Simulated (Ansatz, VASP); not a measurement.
# Ru: VASP beside Ansatz

Contents of INCAR:

```
PREC = Accurate
ENCUT = 520
EDIFF = 1E-6
ISMEAR = -1
SIGMA = 0.05
LREAL = F
LASPH = T
NELM = 60
ALGO = Normal
ISIF = 2
LWAVE = F
LCHARG = F
GGA = PS
NBANDS = 21
```

File KPOINTS:

```
Automatic mesh
0
Gamma
  18 18 10
```

POSCAR

```
Ru
1.0
    2.4022562602      0.0000000000      0.0000000000
   -1.2011281301      2.0804149477      0.0000000000
    0.0000000000      0.0000000000      3.8375947298
Ru
2
Direct
    0.3333333333      0.6666666667      0.2500000000
    0.6666666667      0.3333333333      0.7500000000
```

Input for Ansatz:

```yaml
crystal:
  lattice:
    - [2.4022562602, 0.0, 0.0]
    - [-1.2011281301, 2.0804149477, 0.0]
    - [0.0, 0.0, 3.8375947298]
  atoms:
    - { symbol: Ru, position: [0.3333333333, 0.6666666667, 0.25] }
    - { symbol: Ru, position: [0.6666666667, 0.3333333333, 0.75] }
kpoints:
  mp_grid: { grid: [18, 18, 10] }
scf:
  occupations: { method: fermi_dirac, width: 0.05 }
hamiltonian:
  xc: pbesol
  pseudopotentials: { kind: paw }
output:
  forces: true
  stress: true
  eigenvalues: true
  populations: true
```

Change from the starting cell: volume scaled by 0.72, PAW files.

Alike in both runs: task single point; functional PBEsol; k mesh 18 × 18 × 10; occupations fermi-dirac, width 0.05 eV; no spin polarisation.

```csv
,VASP,Ansatz
version,VASP 6.6.1,Ansatz 0.2.0
potentials or method,"VASP PAW PBE potentials, release 64 (Ru_pv)","PAW with Ansatz's default frozen-core files, scalar-relativistic"
plane-wave cutoff (eV),520,420
valence electrons in the cell,28,32
```

```tsv
	VASP	Ansatz	Ansatz less VASP
pressure (GPa)	247.1	243.8	-3.30
largest component of the traceless stress (GPa)	0.12	0.08	-0.047
```

The two sets of potentials don't hold the same shells in valence.

Caveats: the cell as given lies far from equilibrium; so large a pressure means that the cell lies far from this level's equilibrium, or that cutoff or potentials fall short (VASP); the potentials were made for another functional, which shifts forces and pressure (VASP).
